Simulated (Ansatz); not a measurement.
A run of Ansatz 0.2.0:

Contents of input.yaml:

```yaml
crystal:
  lattice:
    - [2.7058, 0.0, 0.0]
    - [-1.3529, 2.3432915376, 0.0]
    - [0.0, 0.0, 4.2819]
  atoms:
    - { symbol: Ru, position: [0.6666666667, 0.3333333333, 0.75] }
    - { symbol: Ru, position: [0.3333333333, 0.6666666667, 0.25] }
hamiltonian:
  xc: pbesol
  pseudopotentials: { kind: paw }
  dispersion: d3bj
kpoints:
  mp_grid: { grid: [11, 11, 6] }
scf:
  occupations: { method: fermi_dirac, width: 0.05 }
output:
  forces: true
  stress: true
relax:
  f_tol: 0.01
  max_steps: 40
  cell: { stress_tol: 0.05 }
```

Potentials or basis: Ansatz PAW.

The run is started by

```console
$ ansatz run input.yaml --threads 2 --pin off --max-ram 5632MiB --backend cpu --events-out ev --progress --plain --runs-dir out
```

Hardware: 2 threads of Intel(R) Xeon(R) Processor @ 2.50GHz (Skylake/Cascade Lake), with other jobs on the host.

Question: How long does it take, and how much memory?

Answer: Run time: 11 s on 2 threads of Intel(R) Xeon(R) Processor @ 2.50GHz (Skylake/Cascade Lake), on a shared host, peak memory 0.34 GiB. Counts: scf iterations 37, plane waves 537, k points 64, bands 20, ion steps 6.
